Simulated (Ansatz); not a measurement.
# CdS: the change of band gap with volume per atom

Periodic Kohn-Sham DFT of a crystal at fixed atoms; Kohn-Sham levels at symmetry points; band -1 is the highest filled and +1 the lowest empty one at that point, spin up along a +z start moment. The results are calculated, by Ansatz 0.2.0.

Cell of the first row (space group F-43m, No. 216):
```
CdS
1.0
      0.0000     2.8829     2.8829
      2.8829     0.0000     2.8829
      2.8829     2.8829     0.0000
Cd S
1 1
Direct
  0.00000 0.00000 0.00000
  0.75000 0.75000 0.75000
```

Settings of every row: method all-electron LAPW; functional PBEsol; relativity scalar; k mesh 7x7x7; filling fermi-dirac; smearing width 0.02 eV; basis error target 0.5 meV/atom; nucleus gaussian.

Atom start moment: 0 on all atoms.

Limits: semilocal functionals tend to give too small a gap; no spin-orbit coupling, which shifts gaps with heavier elements (CdS).

| row | volume per atom (Å³) | band gap (eV) | smallest direct gap on path (eV) |
| --- | --- | --- | --- |
| 1 | 23.96 | 1.073 | 1.073 |
| 2 | 24.469 | ? | ? |
| 3 | 24.979 | 0.989 | 0.989 |
| 4 | 25.234 | 0.969 | 0.969 |
| 5 | 25.489 | 0.948 | 0.948 |
| 6 | 25.744 | 0.927 | 0.927 |
| 7 | 25.999 | 0.907 | 0.907 |
| 8 | 26.508 | 0.866 | 0.866 |
| 9 | 27.018 | 0.826 | 0.826 |

Question: what band gap should row 2 give?

Worked fit of band gap. Take t = volume per atom − 26, in Å³. The shown rows have t = -2.04, -1.021, -0.766, -0.511, -0.256, -0.001, 0.508, 1.018. Their means are -0.38362 and 0.9381 eV; the sums about the means are S_tt = 6.234 and S_ty = -0.5037, whose ratio is the slope. Least squares give band gap = 0.9071 − 0.08079 × t eV. The rows lie off it by 0.001, -0.001, 0.000, 0.000, -0.001, 0.000, 0.000, 0.001. The withheld row has t = -1.531, so the fit gives 0.9071 − 0.08079 × (-1.531) = 1.031 eV.

The calculation gave 1.031 eV. The fit meets it to the printed digit.

The other values of row 2: smallest direct gap on path 1.031 eV.
